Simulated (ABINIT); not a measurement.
Set up this calculation in ABINIT 10.8.3 (patched build), as the native input.

| Property | Result |
| --- | --- |
| Task | equation of state |
| Functional | LDA |
| Potentials or basis | JTH PAW LDA v2.0 |
| Cutoff | 463 eV |
| k mesh | 8 × 8 × 8 |
| Occupations | fermi-dirac, width 0.05 eV |
| Spin | no spin polarisation |
| Fine-grid cutoff | 925.187 eV |

CdSe:

```
Cd Se
1.0
     0.00000    3.07027    3.07027
     3.07027    0.00000    3.07027
     3.07027    3.07027    0.00000
Cd Se
1 1
Direct
  0.00000 0.00000 0.00000
  0.25000 0.25000 0.25000
```

Measurements of this composition are mostly on another form, of space group No. 186.

The input as run:

run.abi

```
ndtset 7
getwfk -1
scalecart1 3*0.9795861087
scalecart2 3*0.9864848297
scalecart3 3*0.9932883884
scalecart4 3*1.0000000000
scalecart5 3*1.0066227096
scalecart6 3*1.0131594038
scalecart7 3*1.0196128224

pp_dirpath "./"
pseudos "Cd.LDA_PW-JTH.xml, Se.LDA_PW-JTH.xml"

acell 3*1.0 Angstrom
rprim
     0.0000000000     3.0702711986     3.0702711986
     3.0702711986     0.0000000000     3.0702711986
     3.0702711986     3.0702711986     0.0000000000
ntypat 2
znucl 48 34
natom 2
typat 1 2
xred
     0.0000000000     0.0000000000     0.0000000000
     0.2500000000     0.2500000000     0.2500000000

ecut 462.593566 eV
pawecutdg 34.0

kptopt 1
ngkpt 8 8 8
nshiftk 1
shiftk 0.0 0.0 0.0

ixc 7

nband 13
occopt 3
tsmear 0.05 eV

nstep 100
tolvrs 1.0e-9

iomode 3
prtwf 1
prtden 0
prteig 0
prtebands 0
```

Potentials or basis: JTH PAW LDA v2.0.

Run with:

```bash
$ abinit run.abi > log 2>&1
```

It gave:

```json
{"Equilibrium volume": "27.14 Å³/atom (rough: see the caveat)", "Bulk modulus": "59 GPa (rough)"}
```

Caveat: the cutoff is too short for stress, so the log's stress isn't used; pressures at fixed basis lie under the slope of the energies; the minimum lies outside the volumes run.

Run time: 97 s on 1 thread of Arm Neoverse V2, with other jobs on the host, peak memory 0.13 GiB.
